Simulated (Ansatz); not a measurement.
**HfN under changes of volume**

One of the cells (14.793 Å³/atom); the others are scaled copies at fixed shape and fractional positions:

```
Hf N
1.0
     0.00000    2.45482    2.45482
     2.45482    0.00000    2.45482
     2.45482    2.45482    0.00000
Hf N
1 1
Cartesian
  0.0000 0.0000 0.0000
  1.2274 1.2274 1.2274
```

The cell comes from a database or a generator and needn't be the stable form of this composition.

```yaml
Program: Ansatz 0.2.0
Functional: PBEsol
Potentials_or_basis: all-electron LAPW, scalar-relativistic
Cutoff: 392 eV (chosen from the basis error)
Basis_error_allowed: 0.001 eV/atom
k_mesh: 9 × 9 × 9
Occupations: fermi-dirac, width 0.05 eV
Spin: no spin polarisation
```

```csv
volume (Å³/atom),energy over the lowest point (meV/atom),pressure (GPa)
13.906,11.16,7.7
14.201,?,?
14.497,0.00,-1.2
14.793,5.90,-5.0
15.089,18.43,-8.5
15.385,37.01,-11.6
15.681,61.04,-14.4
```

Q: What does the run at 14.201 Å³/atom give?

A: Energy over the lowest point 1.45 meV/atom; pressure 3.0 GPa.

Worked out: A Birch-Murnaghan fit of order 3 (a polynomial in V^(-2/3)) to the other rows has its minimum at 14.41 Å³/atom with B0 = V·E''(V) = 201 GPa and B' = 4.0. It gives 1.52 meV/atom at 14.201 Å³/atom, against the run's 1.45, and -dE/dV = 3.0 GPa, against 3.0.

Energies are extrapolated to zero smearing.

The runs don't all hold the same shells in valence.
